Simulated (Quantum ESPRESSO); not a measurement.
## N under changes of volume

One of the cells (6.723 Å³/atom); the others are scaled copies at fixed shape and fractional positions:

```
CELL_PARAMETERS angstrom
2.51947 0.00000 0.00000
-1.25974 2.18193 0.00000
0.00000 0.00000 2.44600
ATOMIC_POSITIONS crystal
N 0.33333 0.66667 0.75000
N 0.66667 0.33333 0.25000
```

The real solid is made of molecules; this cell is a model form.

| Quantity | Value |
| --- | --- |
| Program | Quantum ESPRESSO 7.5 |
| Functional | PBE |
| Potentials or basis | SSSP 1.3 efficiency PBE |
| Cutoff | 816 eV |
| Density cutoff | 6531 eV |
| k mesh | 12 × 12 × 11 |
| Occupations | fermi-dirac, width 0.05 eV |
| Spin | no spin polarisation |

```tsv
volume (Å³/atom)	energy over the lowest point (meV/atom)	pressure (GPa)
6.320	?	?
6.454	33.87	18.7
6.589	19.74	13.7
6.723	9.61	9.1
6.858	3.13	4.9
6.992	0.00	1.0
7.127	0.01	-2.7
```

Question: What does the run at 6.320 Å³/atom give?

Answer: Energy over the lowest point 52.35 meV/atom; pressure 24.2 GPa.

Worked out: A Birch-Murnaghan fit of order 3 (a polynomial in V^(-2/3)) to the other rows has its minimum at 7.06 Å³/atom with B0 = V·E''(V) = 187 GPa and B' = 3.1 at fixed shape and positions, which overstates the stiffness. It gives 52.17 meV/atom at 6.320 Å³/atom, against the run's 52.35, and -dE/dV = 24.5 GPa, against 24.2.

Energies are extrapolated to zero smearing.
